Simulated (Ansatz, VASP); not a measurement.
**CaSe: VASP beside Ansatz**

```
CELL_PARAMETERS angstrom
0.00000 3.16800 3.03600
3.16800 0.00000 3.03600
3.16800 3.16800 0.00000
ATOMIC_POSITIONS crystal
Ca 0.00000 0.00000 0.00000
Se 0.75000 0.75000 0.75000
```

Change from the starting cell: strain -0.040 along x and y, -0.080 along z, atoms carried along.

Alike in both runs: task single point; functional PBE; k mesh 6 × 6 × 6; occupations gaussian, width 0.05 eV; no spin polarisation.

|  | VASP | Ansatz |
| --- | --- | --- |
| version | VASP 6.6.1 | Ansatz 0.2.0 |
| potentials or method | VASP PAW PBE potentials, release 64 (Ca_sv, Se) | scalar-relativistic, plane waves, PAW |
| plane-wave cutoff (eV) | 520 | 420 |
| valence electrons in the cell | 16 | 26 |

|  | VASP | Ansatz | Ansatz less VASP |
| --- | --- | --- | --- |
| gap on the k mesh at the Fermi level (eV) | 3.45 | 3.45 | +0.007 |
| least direct gap on the mesh (eV) | 3.45 | 3.45 | +0.007 |
| pressure (GPa) | 7.3 | 7.1 | -0.19 |
| largest component of the traceless stress (GPa) | 0.26 | 0.25 | -0.010 |

The two sets of potentials don't hold the same shells in valence.

A k mesh can miss the band edges.
